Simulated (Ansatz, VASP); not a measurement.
**Two plane-wave programs on PbS**

Contents of INCAR:

```
PREC = Accurate
ENCUT = 520
EDIFF = 1E-6
ISMEAR = 0
SIGMA = 0.15
LREAL = False
LASPH = True
NELM = 100
ALGO = Fast
ISIF = 2
LWAVE = False
LCHARG = False
NBANDS = 17
```

KPOINTS

```
regular mesh
0
Gamma
  14 14 14
```

Contents of POSCAR:

```
PbS
1.0
    3.3613662800      0.0000000000      0.0000000000
    0.0000000000      3.3613662800      0.0000000000
    0.0000000000      0.0000000000      3.6536590000
Pb S
1 1
Direct
    0.0000000000      0.0000000000      0.0000000000
    0.5000000000      0.5000000000      0.5000000000
```

Input for Ansatz:

```yaml
crystal:
  lattice:
    - [3.36136628, 0.0, 0.0]
    - [0.0, 3.36136628, 0.0]
    - [0.0, 0.0, 3.653659]
  atoms:
    - { symbol: Pb, position: [0.0, 0.0, 0.0] }
    - { symbol: S, position: [0.5, 0.5, 0.5] }
basis:
  ecutwfc: 420
kpoints:
  mp_grid: { grid: [14, 14, 14] }
hamiltonian:
  xc: lda
scf:
  occupations: { method: gaussian, width: 0.15 }
output:
  forces: true
  stress: true
  eigenvalues: true
```

Change from the starting cell: strain -0.080 along x and y, +0.000 along z, atoms carried along.

Alike in both runs: task single point; functional LDA; k mesh 14 × 14 × 14; occupations gaussian, width 0.15 eV; no spin polarisation.

```csv
,VASP,Ansatz
version,VASP 6.6.1,Ansatz 0.2.0
potentials or method,"VASP PAW LDA potentials, release 64 (Pb_d, S)","scalar-relativistic, plane waves, PAW"
plane-wave cutoff (eV),520,420
valence electrons in the cell,20,20
```

|  | VASP | Ansatz | Ansatz less VASP |
| --- | --- | --- | --- |
| gap on the k mesh at the Fermi level (eV) | none | none | - |
| pressure (GPa) | 6.3 | 6.2 | -0.06 |
| largest component of the traceless stress (GPa) | 5.73 | 5.75 | +0.021 |

A gap of «none» marks a metal or a gap that the smearing closes.

Spin-orbit coupling is left out, which matters for the levels of Pb.
